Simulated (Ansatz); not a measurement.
# ZnS (F-43m) in Ansatz: notebook

One crystal, ZnS, is run at these levels: HSE06, HSEsol; tasks: band structure.

All numbers are computed with Ansatz 0.2.0; they aren't measurements. Logs are shortened: lines on timing, memory, paths and dates and some standing lists are left out, and cuts for length are marked.

**What was measured.**

“Electronic, vibrational, and thermodynamic properties of ZnS (zincblende and rocksalt structure)”, 2009, arxiv:0911.5022 quotes, for a bulk crystal of ZnS at 19 K: band gap 3.85 eV (direct).

How close the calculation comes is told below.

## (1) The structure

The structure is cubic, space group F-43m (No. 216). Conventional cell: a = 5.404 Å, b = 5.404 Å, c = 5.404 Å, α = 90.00°, β = 90.00°, γ = 90.00°. Zn (site symmetry -43m) has 4 S at 2.34 Å as nearest neighbours. Around S (site symmetry -43m) lie 4 Zn at 2.34 Å.

## (2) Band structure, HSE06

The input, input.yaml:

```yaml
crystal:
  lattice:
    - [0.0, 2.702, 2.702]
    - [2.702, 0.0, 2.702]
    - [2.702, 2.702, 0.0]
  atoms:
    - { symbol: Zn, position: [0.75, 0.75, 0.75] }
    - { symbol: S, position: [0.0, 0.0, 0.0] }
hamiltonian:
  xc: hse06
  pseudopotentials: { kind: paw }
kpoints:
  mp_grid: { grid: [5, 5, 5] }
  band_path:
    path:
      - [[0.0, 0.0, 0.0], [0.5, 0.0, 0.5], [0.5, 0.25, 0.75], [0.375, 0.375, 0.75], [0.0, 0.0, 0.0], [0.5, 0.5, 0.5], [0.625, 0.25, 0.625], [0.5, 0.25, 0.75], [0.5, 0.5, 0.5], [0.375, 0.375, 0.75]]
      - [[0.625, 0.25, 0.625], [0.5, 0.0, 0.5]]
    npoints: 4
scf:
  occupations: { method: fermi_dirac, width: 0.05 }
  n_extra_bands: 6
output:
  forces: true
  stress: true
  eigenvalues: true
  fatbands: false
  write_density: true
  write_potential: true
  elf: true
  volumetric_format: npy
```

Potentials or basis: Ansatz PAW.

Started as:

```bash
> ansatz run input.yaml --threads 2 --pin off --max-ram 5632MiB --backend cpu --events-out ev --progress --plain --runs-dir out
```

What it wrote:

```text
Warning: output.stress: scf.convergence.dr2_threshold = 1e-7 eV (the SCF's general default) is looser than the 2e-10 eV advised for a printed stress (1e-10 eV for each atom of the cell: 2). What an SCF threshold leaves in a stress goes as its square root, and in the free energy as the threshold itself, and one threshold admits the most on a small cell: of the crystals measured, under no hybrid functional and no lock of the moments, on runs that ended without the residual-converged pass, on stresses that held no estimate of that error, the worst erred by over 100 MPa in a component at 1e-7 eV an atom and by under 5 at 1e-10. Set scf.convergence.dr2_threshold to 2e-10 eV or tighter. The threshold is an SCF's pass mark: one that does not reach it within its budget of iterations ends unconverged, or closes short of it on a stop that the run arms, and scf.convergence.dr2_threshold's page says what that costs each kind of run
Warning: output.stress: scf.exx.energy_threshold = 1e-6 eV is looser than the 2e-8 eV advised for a stress under a hybrid functional (1e-8 eV for each atom of the cell: 2). Every SCF of the exchange loop can meet its threshold on dr2 while the loop round them stops early: no threshold on dr2 bounds what that leaves in the stress. Set scf.exx.energy_threshold to 2e-8 eV or tighter. The threshold is the loop's pass mark: a loop that does not reach it within its budget of cycles ends unconverged, and scf.exx.energy_threshold's page has the law
Warning: RAYON_NUM_THREADS=2 ignored (pool sized by the plan → 2); use --threads N
scf.n_extra_bands = 6 over 9 filled bands (N_el = 18.0): the run solves 15 bands
Engine: ansatz 0.2.0, x86_64-unknown-linux-gnu
Pseudopotentials: kind: paw
Pseudopotential: Zn, paw, valence charge 12, recommended cutoff 420 eV (normal), Zn.paw.azcp
Pseudopotential: S, paw, valence charge 6, recommended cutoff 420 eV (normal), S.paw.azcp
Functional definition: HSE06
  parameter a = 0.25
  parameter omega = 0.11/bohr
  exchange = pbe_x - a*pbe_x_sr(omega) + a*exact_x_sr(omega)
  correlation = pbe_c
Crystal: 2 atoms, lattice volume = 39.454 Å³
Basis set: ecut = 420 eV, 749 PW (Γ), exchange–correlation on 54×54×54 points (8 copies of the dense FFT grid, shifted against one another)
Bands: 15, of which v1, the nominal top of the filled ones, is band 9 counted from 1 (8 counted from 0)
Symmetry: 24 space group operations
Space group: F-43m (ITA 216), of the structure as read, at distance tolerance 3.4e-5 Å
k-points: 10 of 125 (time reversal used)
Non-local potential: Zn, projectors of the file, l = 0: 2, l = 1: 2, l = 2: 3, l = 3: 1
Non-local potential: S, projectors of the file, l = 0: 2, l = 1: 2, l = 2: 2
PAW form: soft (Blöchl's): semilocal exchange-correlation on the pseudo side does not see the compensation charge
PAW frozen core: Zn, regenerated for the run's functional, and the local potential with it (the file was generated under x = pbe(κ = 0.804, μ = 0.2195149727645171), c = pbe(β = 0.06672455060314922))
PAW frozen core: S, regenerated for the run's functional, and the local potential with it (the file was generated under x = pbe(κ = 0.804, μ = 0.2195149727645171), c = pbe(β = 0.06672455060314922))
PAW one-centre angular grid: Zn, 590 points (default); XC on 64 Gauss nodes
PAW one-centre angular grid: S, 110 points (default); XC on 64 Gauss nodes
Initial density: superposition of atomic densities (neutral atoms: chi_scale 0, normalization atom), corrected by the library's trained network
Initial wavefunctions: pseudopotential atomic-orbital guess
Functional: x = pbe(κ = 0.804, μ = 0.2195149727645171), c = pbe(β = 0.06672455060314922), warm-up for x = pbe(κ = 0.804, μ = 0.2195149727645171) + 0.25 (exact − pbe) at short range (hse, ω = 0.20786987370883472 Å⁻¹), c = pbe(β = 0.06672455060314922); HSE06 as pw.x's `hse` composes it (authors' and Libxc's form: `xc: wpbeh`)
SCF iter   1: F=—  HF=-4222.719427 eV  |F-HF|=—  |Δ(HF+E_count)|=         —  Δρ=1.69e-3  dr2=1.00e-3  ethr=1.77e-3  ⟨swp⟩=10.3  Hψ=798  notcnv=0
preconditioner: auto → none  [insulator: Δε(μ)=2.108 eV  Ē_g=13.930 eV  σ=0.050 eV  W_gap=1.00  n_scr=14 (ndim 8)  ℏωp=25.1 eV  f_vac=0.026  D(μ)=0.00/eV (n_scr^D=0)]
SCF iter   2: F=—  HF=-4222.719105 eV  |F-HF|=—  |Δ(HF+E_count)|=   3.22e-4  Δρ=1.41e-3  dr2=5.09e-4  ethr=5.58e-6  ⟨swp⟩=4.1  Hψ=456  notcnv=0
iter 3 solved again at ethr=2.03e-8 eV; its pass at ethr=2.83e-6 eV (dr2=3.66e-6 eV) is discarded
SCF iter   3: F=-4222.718927 eV  HF=-4222.718892 eV  |F-HF|=3.52e-5  |Δ(HF+E_count)|=   2.14e-4  Δρ=1.69e-4  dr2=4.13e-6  ethr=2.03e-8  ⟨swp⟩=3.3  Hψ=616  notcnv=0
[... 24 lines left out ...]
SCF iter   3: F=—  HF=-4223.394840 eV  |F-HF|=—  |Δ(HF+E_count)|=   9.44e-7  Δρ=1.88e-5  dr2=8.56e-8  ethr=1.41e-10  ⟨swp⟩=4.0  Hψ=484  notcnv=0
SCF iter   4: F=-4223.394840 eV  HF=-4223.394840 eV  |F-HF|=4.08e-10  |Δ(HF+E_count)|=   3.45e-8  Δρ=1.39e-6  dr2=3.22e-9  ethr=1.41e-10  ⟨swp⟩=3.9  Hψ=356  notcnv=0
SCF 3 converged in 4 iterations: F = -4223.394840 eV  dr2 = 3.22e-9
  Residual-converged pass: ⟨swp⟩=2.9  Hψ=258  notcnv=0  max |occ|·‖R‖ = 2.4e-6 eV (tolerance 2.4e-6 eV)  dr2=3.23e-9  dr2_onsite=4.06e-10  max |Δocc| = 1.4e-23
hybrid outer 2: dexx = +9.160e-7 eV, tail = 1.85e-8 eV, Δε = 3.21e-3 eV (about 8.71e-5 eV left of the loop's levels)
NSCF: frozen V_eff on 42 k-points
hybrid SCF converged: 2 outer / 12 inner (+3 warm-up), last move |dexx| = 9.16e-7 eV, tail = 1.85e-8 eV
Stability not checked: this state was not tested for a lower state beside it, because the functional holds exact exchange (a hybrid, or Hartree-Fock), whose exchange loop this test does not read (fock_operator; see scf.lower_state_search)
Free energy (F): -4223.394840 eV
Frozen-core exchange: fock
Harris-Foulkes:  -4223.394840 eV  (|F-HF|=4.08e-10)
Internal energy: -4223.394840 eV  (E = F + TS)
E sigma→0 (E₀):  -4223.394840 eV
Fermi energy:    6.752244 eV
--- Per-component energies (eV) ---
  E_band       = -27.054541
  E_kinetic    = 237.861485
  E_local      = -2051.133235  (includes V_loc(G=0)·N_el)
  E_nonlocal   = 647.311050
  E_hartree    = 862.631637
  E_xc         = -186.673373
  E_vxc        = -111.776664  (∫ρ·V_xc dr)
  E_exx        = -53.222467  (= α·E_x^exact, valence–valence)
  E_paw        = -2427.337597  (= ΣΔE_a)
  E_vpaw       = -368.135073  (= ΣTr[D̂ρ^β])
  E_aug_tail   = -0.000365  (compensation charges beyond the density's cutoff)
  E_ewald      = -1253.379294
  E_core_change = 0.547318  (= ΣΔE_core)
  E_smearing   = -0.000000  (= −TS)
  E_closure    = 0.000000  (closes the sum)
  Σ components = -4223.394840   (vs F -4223.394840, Δ=0.00e0)
--- Forces (eV/Å), atoms counted from 1 ---
  atom   1  Zn     0.00000000    -0.00000000     0.00000000
  atom   2  S     -0.00000000     0.00000000    -0.00000000
  max |Σ_I F_I| component: 7.40e-17 eV/Å
--- Stress (GPa, compression-positive) ---
        0.973620       0.000000      -0.000000
        0.000000       0.973620       0.000000
       -0.000000       0.000000       0.973620
  P = ⅓ Tr σ = 0.9736 GPa (9.736 kbar)
--- Band table (eV; the first three rows and the last of 10) ---
  k-point 0: bands = ["-9.2534", "-2.8489", "-2.8489", "-2.8489", "-2.4089", "-2.4089", "5.0545", "5.0545", "5.0545", "8.3948", "12.7419", "12.7419", "12.7419", "18.1560", "18.1560"]
  k-point 1: bands = ["-8.9478", "-2.8048", "-2.8048", "-2.7842", "-2.4104", "-2.4104", "2.7775", "4.7054", "4.7054", "9.6902", "12.8688", "13.2806", "13.2806", "17.2370", "17.2370"]
  k-point 2: bands = ["-8.3762", "-2.7493", "-2.7493", "-2.3915", "-2.3915", "-2.3834", "0.0331", "4.2199", "4.2199", "9.6734", "13.3032", "13.3032", "14.8852", "18.3182", "18.8636"]
  k-point 9: bands = ["-8.0264", "-2.6872", "-2.6440", "-2.4875", "-2.3934", "-2.0911", "0.3378", "2.0535", "2.9003", "11.6476", "12.1723", "13.4978", "16.3159", "17.6536", "19.8664"]
```

bands.tsv:

```text
# k_distance	band_0	band_1	band_2	band_3	band_4	band_5	band_6	band_7	band_8	band_9	band_10	band_11	band_12	band_13	band_14
# fermi_ev = 6.752251
# lock_threshold_ev = 1e-6
[... 56 lines left out ...]
7.155242	-14.698636	-9.462331	-9.327023	-9.280129	-9.117634	-8.793558	-6.608580	-4.781877	-3.785969	3.281530	4.811939	9.552734	10.221628	11.046079	12.756223
7.258010	-14.692342	-9.470211	-9.311314	-9.294844	-9.106056	-8.835517	-6.644182	-4.445158	-3.923670	3.038763	4.117760	10.107729	10.937278	11.607623	13.235616
7.360778	-14.691547	-9.479932	-9.301615	-9.298496	-9.098172	-8.870547	-6.671877	-4.154576	-4.009408	2.800449	3.697835	10.609595	11.625816	11.941950	13.469941
7.463547	-14.691809	-9.484277	-9.298341	-9.298341	-9.095338	-8.884063	-6.682044	-4.038511	-4.038511	2.686112	3.572912	10.844284	11.996304	11.996304	13.402665
```

It took 2.6 min on 2 threads of Intel Xeon at 2.70GHz, shared host; peak memory 0.8 GiB.

Results:

```yaml
Free_energy: -4223.3948 eV
Pressure: 1.0 GPa
Band_gap_on_the_k_mesh: 3.34 eV, direct
Band_gap_along_the_path: 3.34 eV, direct
```

Levels at the corners of the path, in eV from the valence-band top:
| point | band 6 | band 7 | band 8 | band 9 | band 10 | band 11 | band 12 | band 13 |
| --- | --- | --- | --- | --- | --- | --- | --- | --- |
| Γ | -7.46 | 0.00 | 0.00 | 0.00 | 3.34 | 7.69 | 7.69 | 7.69 |
| X | -7.19 | -4.98 | -2.34 | -2.34 | 4.38 | 5.27 | 12.54 | 13.69 |
| W | -7.02 | -4.81 | -2.97 | -2.85 | 6.78 | 7.55 | 9.23 | 9.40 |
| K | -7.07 | -4.88 | -3.33 | -1.91 | 5.23 | 7.29 | 10.73 | 11.25 |
| Γ | -7.46 | 0.00 | 0.00 | 0.00 | 3.34 | 7.69 | 7.69 | 7.69 |
| L | -7.23 | -5.59 | -0.91 | -0.91 | 4.56 | 8.18 | 8.18 | 10.21 |
| U | -7.07 | -4.88 | -3.33 | -1.91 | 5.23 | 7.29 | 10.73 | 11.25 |
| W | -7.02 | -4.81 | -2.97 | -2.85 | 6.78 | 7.55 | 9.23 | 9.40 |
| L | -7.23 | -5.59 | -0.91 | -0.91 | 4.56 | 8.18 | 8.18 | 10.21 |
| K | -7.07 | -4.88 | -3.33 | -1.91 | 5.23 | 7.29 | 10.73 | 11.25 |
| U | -7.07 | -4.88 | -3.33 | -1.91 | 5.23 | 7.29 | 10.73 | 11.25 |
| X | -7.19 | -4.98 | -2.34 | -2.34 | 4.38 | 5.27 | 12.54 | 13.69 |

Caveat: the PAW data sets come from PBE, with cores solved anew for the run's functional, which leaves a small shift of forces and pressure; the thresholds are loose for stress.

## (3) Band structure, HSEsol

Changes to input.yaml since step 2:

```diff
@@ -9,3 +9,6 @@
 hamiltonian:
-  xc: hse06
+  xc:
+    exchange: hjs_pbesol
+    correlation: pbesol
+    exx: { coeff: 0.25, omega: 0.207 }
   pseudopotentials: { kind: paw }
```

Potentials or basis: Ansatz PAW.

Started as:

```bash
> ansatz run input.yaml --threads 2 --pin off --max-ram 5632MiB --backend cpu --events-out ev --progress --plain --runs-dir out
```

Run time: 2.3 min. Hardware: 2 threads of Intel Xeon at 2.70GHz, shared host; peak memory 0.81 GiB.

Results (log left out):

```yaml
Free_energy: -4184.1131 eV
Pressure: -1.7 GPa
Band_gap_on_the_k_mesh: 3.19 eV, direct
Band_gap_along_the_path: 3.19 eV, direct
```

Levels at the corners of the path, in eV from the valence-band top:
```
point  band 6  band 7  band 8  band 9  band 10  band 11  band 12  band 13
    Γ   -7.51    0.00    0.00    0.00     3.19     7.60     7.60     7.60
    X   -7.23   -5.04   -2.36   -2.36     4.24     5.16    12.41    13.59
    W   -7.06   -4.87   -3.01   -2.89     6.66     7.48     9.11     9.28
    K   -7.11   -4.94   -3.38   -1.93     5.10     7.20    10.62    11.17
    Γ   -7.51    0.00    0.00    0.00     3.19     7.60     7.60     7.60
    L   -7.27   -5.65   -0.92   -0.92     4.44     8.09     8.09    10.05
    U   -7.11   -4.94   -3.38   -1.93     5.10     7.20    10.62    11.17
    W   -7.06   -4.87   -3.01   -2.89     6.66     7.48     9.11     9.28
    L   -7.27   -5.65   -0.92   -0.92     4.44     8.09     8.09    10.05
    K   -7.11   -4.94   -3.38   -1.93     5.10     7.20    10.62    11.17
    U   -7.11   -4.94   -3.38   -1.93     5.10     7.20    10.62    11.17
    X   -7.23   -5.04   -2.36   -2.36     4.24     5.16    12.41    13.59
```

Caveat: the PAW data sets come from PBE, with cores solved anew for the run's functional, which leaves a small shift of forces and pressure; the thresholds are loose for stress.

## (4) Comparison with measurements

Step 2. Against the measured gap of ZnS, 3.85 eV (direct; 19 K; quoted in “Electronic, vibrational, and thermodynamic properties of ZnS (zincblende and rocksalt structure)”, 2009, arxiv:0911.5022), the calculated 3.34 eV is off by -0.51 eV. The value is that of HSE06, without temperature or zero-point motion.

Step 3. Against the measured gap of ZnS, 3.85 eV (direct; 19 K; quoted in “Electronic, vibrational, and thermodynamic properties of ZnS (zincblende and rocksalt structure)”, 2009, arxiv:0911.5022), the calculated 3.19 eV is off by -0.66 eV. The value is that of HSEsol, without temperature or zero-point motion.
